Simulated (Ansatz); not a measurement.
## A series in volume scale on MoS₂

Free energy against uniform scaling of the volume at fixed shape and fractions; periodic cell, basis, potentials, k mesh and filling as listed. The results are calculated, by Ansatz 0.2.0.

The cell before it is scaled or strained (space group R3m, No. 160):
```
CELL_PARAMETERS angstrom
1.58000 0.91220 6.15000
-1.58000 0.91220 6.15000
0.00000 -1.82440 6.15000
ATOMIC_POSITIONS crystal
Mo 0.00000 0.00000 0.00000
S 0.25000 0.25000 0.25000
S 0.41700 0.41700 0.41700
```

Settings of every row: functional PBE; dispersion none; potentials PAW; wave cutoff 462.59 eV; density cutoff 1850.4 eV; k mesh 11x11x11; k shift 0x0x0; occupations fermi dirac; smearing width 0.1 eV; spin none.

Limits: a layered crystal: even scaling strains the bonds within the layers, so this curve is stiffer than the crystal under pressure.

```csv
row,volume scale,V (Å³/atom),energy above lowest point (meV/atom)
1,0.92,16.309,124.2
2,0.9467,16.783,?
3,0.9733,17.254,32.2
4,1,17.728,9.6
5,1.0267,18.201,0
6,1.0533,18.673,1.7
7,1.08,19.146,13.1
```

Question: what energy above lowest point should row 2 give?

Worked fit of energy above lowest point. Take u = (V_r/V)^(2/3) − 1 with V_r = 17.965 Å³ an atom, which is twice the finite (Eulerian) strain; such expansions in the strain, on which the Birch-Murnaghan equation of state is built, carry the rest volume and the bulk modulus. The shown rows have u = 0.0666, 0.02729, 0.00889, -0.00866, -0.02544, -0.04156. Least squares give energy above lowest point = 3.3 + 541.1 × u + 18867 × u² + 4011 × u³ meV/atom; a parabola predicts inner rows, each left out in turn, worse (root mean square 0.19 against 0.034 meV/atom). All shown rows lie on it to the printed digit. Its lowest point lies at u = -0.0144, or V = 18.36 Å³ an atom, and the curvature there gives the bulk modulus at fixed shape and fractions, B = (4/9)(1 + u)² E″(u)/V = 141 GPa. Letting shape and atoms relax would as a rule lower it, by much in layered, chain or molecular crystals. The withheld row has u = 0.04642, so the fit gives 3.3 + 541.1 × (0.04642) + 18867 × (0.04642)² + 4011 × (0.04642)³ = 69.5 meV/atom.

The calculation gave 69.6 meV/atom. The fit lies 0.1 meV/atom (0.081 % of the column's range) below it, one unit of the last digit.
